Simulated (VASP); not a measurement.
An input for VASP 6.6.1 (Mo):

The input run.py:

```python
from ase.calculators.vasp import Vasp
from ase.dft.dos import DOS
from ase.io import read

atoms = read('Mo.cif', primitive_cell=True, subtrans_included=False)
calc = Vasp(
    directory='calc',
    xc='pbe',
    pp='PBE',
    setups='recommended',
    prec='Accurate',
    encut=150,
    ediff=1e-06,
    ismear=0,
    sigma=0.1,
    lreal=False,
    lasph=True,
    nelm=84,
    algo='Normal',
    isif=2,
    lwave=False,
    lcharg=False,
    magmom=[[0.0, 0.0, 0.0]],
    lorbit=11,
    lsorbit=True,
    gga_compat=False,
    lmaxmix=4,
    ivdw=202,
    kpts=[8, 8, 8],
    gamma=True,
    nbands=25,
)
atoms.calc = calc

print('energy (eV):', atoms.get_potential_energy())
print('free energy (eV):', atoms.get_potential_energy(force_consistent=True))
print('forces (eV/A):')
print(atoms.get_forces())
print('stress (eV/A^3, Voigt):', atoms.get_stress())
print('Fermi level (eV):', calc.get_fermi_level())
dos = DOS(calc, width=0.05, window=(-10, 10), npts=201)
print('E - E_F (eV), DOS (1/eV)')
for e, g in zip(dos.get_energies(), dos.get_dos()):
    print(f'{e:8.3f} {g:10.4f}')
```

File Mo.cif:

```cif
data_Mo
_cell_length_a 4.03000000
_cell_length_b 4.03000000
_cell_length_c 4.03000000
_cell_angle_alpha 90.00000000
_cell_angle_beta 90.00000000
_cell_angle_gamma 90.00000000
_space_group_name_H-M_alt 'Fm-3m'
_space_group_name_Hall '-F 4 2 3'
_space_group_IT_number 225
loop_
_space_group_symop_operation_xyz
'x,y,z'
'-x,-y,-z'
'-y,x,z'
'y,-x,-z'
'-x,-y,z'
'x,y,-z'
'y,-x,z'
'-y,x,-z'
'x,-y,-z'
'-x,y,z'
'-y,-x,-z'
'y,x,z'
'-x,y,-z'
'x,-y,z'
'y,x,-z'
'-y,-x,z'
'z,x,y'
'-z,-x,-y'
'z,-y,x'
'-z,y,-x'
'z,-x,-y'
'-z,x,y'
'z,y,-x'
'-z,-y,x'
'-z,x,-y'
'z,-x,y'
'-z,-y,-x'
'z,y,x'
'-z,-x,y'
'z,x,-y'
'-z,y,x'
'z,-y,-x'
'y,z,x'
'-y,-z,-x'
'x,z,-y'
'-x,-z,y'
'-y,z,-x'
'y,-z,x'
'-x,z,y'
'x,-z,-y'
'-y,-z,x'
'y,z,-x'
'-x,-z,-y'
'x,z,y'
'y,-z,-x'
'-y,z,x'
'x,-z,y'
'-x,z,-y'
'x,y+1/2,z+1/2'
'-x,-y+1/2,-z+1/2'
'-y,x+1/2,z+1/2'
'y,-x+1/2,-z+1/2'
'-x,-y+1/2,z+1/2'
'x,y+1/2,-z+1/2'
'y,-x+1/2,z+1/2'
'-y,x+1/2,-z+1/2'
'x,-y+1/2,-z+1/2'
'-x,y+1/2,z+1/2'
'-y,-x+1/2,-z+1/2'
'y,x+1/2,z+1/2'
[... 40 lines left out ...]
'-x+1/2,-y,z+1/2'
'x+1/2,y,-z+1/2'
'y+1/2,-x,z+1/2'
'-y+1/2,x,-z+1/2'
'x+1/2,-y,-z+1/2'
'-x+1/2,y,z+1/2'
'-y+1/2,-x,-z+1/2'
'y+1/2,x,z+1/2'
'-x+1/2,y,-z+1/2'
'x+1/2,-y,z+1/2'
'y+1/2,x,-z+1/2'
'-y+1/2,-x,z+1/2'
'z+1/2,x,y+1/2'
'-z+1/2,-x,-y+1/2'
'z+1/2,-y,x+1/2'
'-z+1/2,y,-x+1/2'
'z+1/2,-x,-y+1/2'
'-z+1/2,x,y+1/2'
'z+1/2,y,-x+1/2'
'-z+1/2,-y,x+1/2'
'-z+1/2,x,-y+1/2'
'z+1/2,-x,y+1/2'
'-z+1/2,-y,-x+1/2'
'z+1/2,y,x+1/2'
'-z+1/2,-x,y+1/2'
'z+1/2,x,-y+1/2'
'-z+1/2,y,x+1/2'
'z+1/2,-y,-x+1/2'
'y+1/2,z,x+1/2'
'-y+1/2,-z,-x+1/2'
'x+1/2,z,-y+1/2'
'-x+1/2,-z,y+1/2'
'-y+1/2,z,-x+1/2'
'y+1/2,-z,x+1/2'
'-x+1/2,z,y+1/2'
'x+1/2,-z,-y+1/2'
'-y+1/2,-z,x+1/2'
'y+1/2,z,-x+1/2'
'-x+1/2,-z,-y+1/2'
'x+1/2,z,y+1/2'
'y+1/2,-z,-x+1/2'
'-y+1/2,z,x+1/2'
'x+1/2,-z,y+1/2'
'-x+1/2,z,-y+1/2'
'x+1/2,y+1/2,z'
'-x+1/2,-y+1/2,-z'
'-y+1/2,x+1/2,z'
'y+1/2,-x+1/2,-z'
'-x+1/2,-y+1/2,z'
'x+1/2,y+1/2,-z'
'y+1/2,-x+1/2,z'
'-y+1/2,x+1/2,-z'
'x+1/2,-y+1/2,-z'
'-x+1/2,y+1/2,z'
'-y+1/2,-x+1/2,-z'
'y+1/2,x+1/2,z'
'-x+1/2,y+1/2,-z'
'x+1/2,-y+1/2,z'
'y+1/2,x+1/2,-z'
'-y+1/2,-x+1/2,z'
'z+1/2,x+1/2,y'
'-z+1/2,-x+1/2,-y'
'z+1/2,-y+1/2,x'
'-z+1/2,y+1/2,-x'
'z+1/2,-x+1/2,-y'
'-z+1/2,x+1/2,y'
'z+1/2,y+1/2,-x'
'-z+1/2,-y+1/2,x'
'-z+1/2,x+1/2,-y'
'z+1/2,-x+1/2,y'
'-z+1/2,-y+1/2,-x'
'z+1/2,y+1/2,x'
'-z+1/2,-x+1/2,y'
'z+1/2,x+1/2,-y'
'-z+1/2,y+1/2,x'
'z+1/2,-y+1/2,-x'
'y+1/2,z+1/2,x'
'-y+1/2,-z+1/2,-x'
'x+1/2,z+1/2,-y'
'-x+1/2,-z+1/2,y'
'-y+1/2,z+1/2,-x'
'y+1/2,-z+1/2,x'
'-x+1/2,z+1/2,y'
'x+1/2,-z+1/2,-y'
'-y+1/2,-z+1/2,x'
'y+1/2,z+1/2,-x'
'-x+1/2,-z+1/2,-y'
'x+1/2,z+1/2,y'
'y+1/2,-z+1/2,-x'
'-y+1/2,z+1/2,x'
'x+1/2,-z+1/2,y'
'-x+1/2,z+1/2,-y'
loop_
_atom_site_label
_atom_site_type_symbol
_atom_site_symmetry_multiplicity
_atom_site_Wyckoff_symbol
_atom_site_fract_x
_atom_site_fract_y
_atom_site_fract_z
_atom_site_occupancy
Mo1 Mo 4 a 0.0000000000 0.0000000000 0.0000000000 1
```

Potentials or basis: VASP PAW PBE potentials, release 64 (Mo_sv).

The run is started by

```sh
$ python run.py
```

**Question.** How does this run end?

**Answer.** The run stopped without a result. It printed:

Output:

```text
Traceback (most recent call last):
  ...
TypeError: unsupported format string passed to numpy.ndarray.__format__
```
